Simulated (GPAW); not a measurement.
Input of a GPAW 26.7.0 run:

The input run.py:

```python
from ase import Atoms
from ase.eos import EquationOfState
from ase.io import Trajectory
from ase.units import GPa
from gpaw import GPAW, PW, setup_paths

setup_paths.insert(0, '.')

atoms = Atoms(['Ga', 'Ga', 'Ga', 'Ga'],
              cell=[[2.2615, -3.8305, 0.0],
                    [2.2615, 3.8305, 0.0],
                    [0.0, 0.0, 4.524]],
              scaled_positions=[[0.3451, 0.6549, 0.419],
                                [0.1549, 0.8451, 0.919],
                                [0.6549, 0.3451, 0.581],
                                [0.8451, 0.1549, 0.081]],
              pbc=True)

traj = Trajectory('eos.traj', 'w')
volumes, energies = [], []
for x in [0.94, 0.96, 0.98, 1.0, 1.02, 1.04, 1.06]:
    a = atoms.copy()
    a.set_cell(atoms.cell * x**(1 / 3), scale_atoms=True)
    calc = GPAW(mode=PW(600),
                xc='PBEsol',
                kpts={'size': (7, 7, 6), 'gamma': True},
                occupations={'name': 'fermi-dirac', 'width': 0.05},
                nbands=16,
                convergence={'density': 1e-05, 'energy': 1e-05},
                maxiter=150,
                txt=f'eos-{x:.2f}.txt')
    a.calc = calc
    energies.append(a.get_potential_energy(force_consistent=True))
    volumes.append(a.get_volume())
    p = -a.get_stress()[:3].mean() / GPa
    calc.write(f'eos-{x:.2f}.gpw')
    traj.write(a)
    print(f'{x:.2f} {volumes[-1]:10.4f} A^3 {energies[-1]:14.6f} eV {p:9.3f} GPa', flush=True)

v0, e0, B = EquationOfState(volumes, energies, eos='birchmurnaghan').fit()
print(f'V0 = {v0:.4f} A^3, E0 = {e0:.6f} eV, B0 = {B / GPa:.2f} GPa')
```

Potentials or basis: PAW data sets generated in the run's folder for this functional, pw.

The run is started by

```console
$ gpaw-setup -f PBEsol Ga
$ OMP_NUM_THREADS=1 python run.py
```

Question: What does it give for the pressure derivative of the bulk modulus?

Answer: 5.4 (rough: it moves with the points fitted).

Question: Estimate the bulk modulus at fixed shape and positions.

Answer: 61 GPa.

Energy against volume, from the lowest point:
```csv
volume (Å³/atom),energy (meV/atom)
18.419,9.11
18.811,2.77
19.203,0.00
19.595,0.41
19.987,3.63
20.379,9.30
20.771,17.07
```

Caveat: the cell was scaled at fixed shape and fractional positions, which overstates the stiffness of a crystal with free parameters, most of all of layers and chains.
